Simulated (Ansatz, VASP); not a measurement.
This is a calculation of Sr for Ansatz 0.2.0.

The input input.yaml:

```yaml
crystal:
  lattice:
    - [0.0, 3.04235, 3.04235]
    - [3.04235, 0.0, 3.04235]
    - [3.04235, 3.04235, 0.0]
  atoms:
    - { symbol: Sr, position: [0.0, 0.0, 0.0] }
hamiltonian:
  xc: lda
  pseudopotentials: { kind: paw, source: ansatz }
kpoints:
  mp_grid: { grid: [8, 8, 8] }
scf:
  occupations: { method: gaussian, width: 0.1 }
output:
  forces: true
  stress: true
  eigenvalues: true
  efg: {}
```

Potentials or basis: Ansatz PAW earlier set.

Launch:

```console
$ ansatz run input.yaml --threads 2 --pin off --max-ram 5120MiB --backend cpu --events-out ev --progress --plain --runs-dir out
```

Problem. Set up the same calculation for VASP 6.6.1. Potentials there: VASP PAW LDA potentials, release 64 (Sr_sv).

Solution. As run (the cutoff follows the program's own potentials):

File INCAR:

```
  ALGO = Normal
  EDIFF = 1E-8
  ENCUT = 520
  GGA = CA
  ISIF = 2
  ISMEAR = 0
  LASPH = T
  LCHARG = F
  LEFG = T
  LREAL = F
  LWAVE = F
  NBANDS = 11
  NELM = 80
  PREC = Accurate
  SIGMA = 0.1
```

File KPOINTS:

```
k-points
0
Gamma
  8 8 8
```

POSCAR

```
Sr
1.0
    0.0000000000      3.0423500000      3.0423500000
    3.0423500000      0.0000000000      3.0423500000
    3.0423500000      3.0423500000      0.0000000000
Sr
1
Direct
    0.0000000000      0.0000000000      0.0000000000
```

Potentials or basis: VASP PAW LDA potentials, release 64 (Sr_sv).

Launch:

```sh
$ cat potpaw_LDA.64/Sr_sv/POTCAR > POTCAR
$ mpirun -np 1 vasp_std > vasp.out
```

Both were run:

|  | VASP | Ansatz | Ansatz less VASP |
| --- | --- | --- | --- |
| gap on the k mesh at the Fermi level (eV) | none | none | - |
| pressure (GPa) | -1.6 | -1.6 | +0.01 |
| Vzz of the field gradient on the site that differs most (V/Å²) | 0.0 | 0.0 | 0.00 |

A gap of «none» marks a metal or a gap that the smearing closes.

Caveats: the PAW data sets come from PBE, with cores solved anew for the run's functional, which leaves a small shift of forces and pressure (Ansatz).
